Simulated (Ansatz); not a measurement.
# Symmetry broken, then relaxed in Ni

Computed with DFT PBEsol, scalar-relativistic, plane waves, PAW in Ansatz 0.2.0. Settings: plane waves to 420 eV, k-mesh 14×14×10 (Γ-centred), Gaussian smearing 0.15 eV. Collinear spins, started from moments 0.7, 0.7 μB in atom order; the magnetic state may not be the lowest. Energies are free energies at this smearing, counted from the undisturbed cell; pressure is positive in compression.

The undisturbed cell (relaxed at this level):

```
CELL_PARAMETERS angstrom
0.00000 -1.73158 -1.73158
0.00000 1.73158 -1.73158
3.46315 0.00000 0.00000
ATOMIC_POSITIONS crystal
Ni 0.50000 0.50000 0.50000
Ni 0.00000 0.00000 0.00000
```

The atoms are displaced (Å, in the unstrained cell):

| atom | ux | uy | uz |
| --- | --- | --- | --- |
| Ni1 | 0.005 | 0.004 | -0.001 |
| Ni2 | -0.005 | -0.004 | 0.001 |

The cell is strained by (0.0776, -0.0107, -0.0669, 0.1253, -0.0357, 0.0390) (xx, yy, zz, yz, xz, xy; engineering shear). Cell and atoms are then relaxed.

**Question.** Does the relaxation return to the undisturbed structure?

**Answer.** Yes (up to a choice of domain or origin): same space group and volume, and an energy 0.0 meV/atom from it. The disturbance itself cost 183.0 meV/atom. The final space group reads Fm-3m (tolerance 0.05 Å) and the volume changes by -0.01 %.

Final structure:

```
CELL_PARAMETERS angstrom
0.00000 -1.73104 -1.73100
0.00003 1.73097 -1.73093
3.46512 -0.00003 0.00002
ATOMIC_POSITIONS crystal
Ni 0.50000 0.50000 0.50000
Ni 0.00000 0.00000 0.00000
```

The relaxation, step by step (energy from the first step; small jumps at an unchanged geometry come where the plane waves are selected anew for the new cell):

```csv
step,ΔE (meV/atom),largest force component (eV/Å),pressure (GPa)
1,0.0,0.088,8.82
2,-102.5,0.065,4.18
3,-169.2,0.009,3.81
4,-180.0,0.000,-0.41
5,-180.1,0.000,0.02
6,-182.6,0.000,0.64
7,-182.9,0.000,0.09
8,-182.9,0.000,0.00
9,-183.0,0.000,-0.01
```

Cost: 3 runs of about 14 core-minutes in all, on Intel Xeon Platinum 8259CL (Skylake/Cascade Lake) (shared hosts).